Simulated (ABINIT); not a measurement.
# CdSe: single point with PBEsol

Crystal: CdSe.

```
CELL_PARAMETERS angstrom
0.00000 3.07027 3.07027
3.07027 0.00000 3.07027
3.07027 3.07027 0.00000
ATOMIC_POSITIONS crystal
Cd 0.00000 0.00000 0.00000
Se 0.25000 0.25000 0.25000
```

Measurements of this composition are mostly on another form, of space group No. 186.

```json
{
 "Program": "ABINIT 10.8.3 (patched build)",
 "Task": "single point",
 "Functional": "PBEsol",
 "Potentials or basis": "PseudoDojo NC SR PBEsol v0.4.1 standard",
 "Cutoff": "1279 eV",
 "k mesh": "6 × 6 × 6",
 "Occupations": "fermi-dirac, width 0.05 eV",
 "Spin": "no spin polarisation"
}
```

| Quantity | Value |
| --- | --- |
| Pressure | -1.7 GPa |
| Band gap on the k mesh | 0.42 eV, direct |
| Valence electrons inside the program's atomic spheres | Cd 17.16; Se 13.23 |

Levels at points of the mesh, in eV from the valence-band top:
```
           k point  band 14  band 15  band 16  band 17  band 18  band 19  band 20  band 21  band 22
(0.00, 0.00, 0.00)    -7.46    -7.46     0.00     0.00     0.00     0.42     5.87     5.87     5.87
(0.50, 0.00, 0.00)    -7.44    -7.19    -4.27    -0.72    -0.72     2.26     6.37     6.37     7.18
(0.50, 0.50, 0.00)    -7.41    -7.13    -3.99    -1.78    -1.78     3.06     3.66     8.82     9.96
```

It took 2.8 min on 1 thread of Intel(R) Xeon(R) Processor @ 2.70GHz (shared host), peak memory 0.13 GiB.

A hybrid or GW would open this gap; PBEsol tends to underestimate it.
